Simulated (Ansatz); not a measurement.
# CuO under changes of volume

One of the cells (9.482 Å³/atom); the others are scaled copies at fixed shape and fractional positions:

```
CELL_PARAMETERS angstrom
0.00000 -2.11656 -2.11656
-2.11656 0.00000 -2.11656
2.11656 2.11656 -4.23312
ATOMIC_POSITIONS crystal
Cu 0.50389 0.47699 0.48801
Cu 0.00389 0.97699 0.98801
O 0.74611 0.77301 0.76199
O 0.24611 0.27301 0.26199
```

The cell comes from a database or a generator and needn't be the stable form of this composition.

| Property | Result |
| --- | --- |
| Program | Ansatz 0.2.0 |
| Functional | PBE |
| Potentials or basis | all-electron LAPW, scalar-relativistic |
| Cutoff | 447 eV (chosen from the basis error) |
| Basis error allowed | 0.001 eV/atom |
| k mesh | 10 × 10 × 6 |
| Occupations | fermi-dirac, width 0.05 eV |
| Spin | no spin polarisation |

| volume (Å³/atom) | energy over the lowest point (meV/atom) | pressure (GPa) | largest force (eV/Å) |
| --- | --- | --- | --- |
| 8.913 | ? | ? | ? |
| 9.103 | 27.61 | 14.4 | 1.434 |
| 9.292 | 13.45 | 9.8 | 1.312 |
| 9.482 | 4.49 | 5.6 | 1.198 |
| 9.671 | 0.16 | 1.9 | 1.092 |
| 9.861 | 0.00 | -1.4 | 0.993 |
| 10.051 | 3.56 | -4.4 | 0.900 |

Question: What does the run at 8.913 Å³/atom give?

Answer: Energy over the lowest point 47.57 meV/atom; pressure 19.6 GPa; largest force 1.564 eV/Å.

Worked out: A Birch-Murnaghan fit of order 3 (a polynomial in V^(-2/3)) to the other rows has its minimum at 9.77 Å³/atom with B0 = V·E''(V) = 170 GPa and B' = 4.9 at fixed shape and positions, which overstates the stiffness. It gives 47.69 meV/atom at 8.913 Å³/atom, against the run's 47.57, and -dE/dV = 19.6 GPa, against 19.6.

Energies are extrapolated to zero smearing.

Caveats: the run has no spin polarisation, though such a crystal can be magnetic; forces of over 1 eV/Å show positions far from the minimum, so gaps and moduli don't describe the material at rest (some runs).
